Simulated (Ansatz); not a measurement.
Ge: zone-centre modes

Level of theory: DFT PBE, scalar-relativistic, plane waves, PAW (Ansatz 0.2.0). Cutoff 420 eV, 14×14×14 k-points (Γ-centred), Fermi-Dirac smearing of 0.15 eV. No spin polarisation. Phonons by linear response, acoustic sum rule imposed.

Relaxed structure:
```
CELL_PARAMETERS angstrom
-3.52770 3.52770 2.03601
3.52770 -3.52770 2.03601
3.52770 3.52770 -2.03601
ATOMIC_POSITIONS crystal
Ge 0.67846 0.67846 0.35692
Ge 0.32154 0.32154 0.64308
Ge 0.32154 0.67846 0.00000
Ge 0.67846 0.32154 0.00000
```

The structure comes from a generated guess, relaxed at this level; another structure or a mixture of phases may lie lower. In a metal, frequencies depend on the k mesh and the smearing, soft modes most. This form isn't the element's ground state: it lies 81 meV/atom above the standard structure at this level.

Task: Is this structure stable against zone-centre distortions?

Result: Yes, at Γ: no optical mode is imaginary. Strains and other wave vectors aren't tested by this run.

Task: List the optical modes at Γ (i marks imaginary ones).

Result:
```tsv
frequency (THz)	degeneracy
2.20	1
2.79	1
6.36	2
6.60	1
6.67	1
7.80	2
8.48	1
```
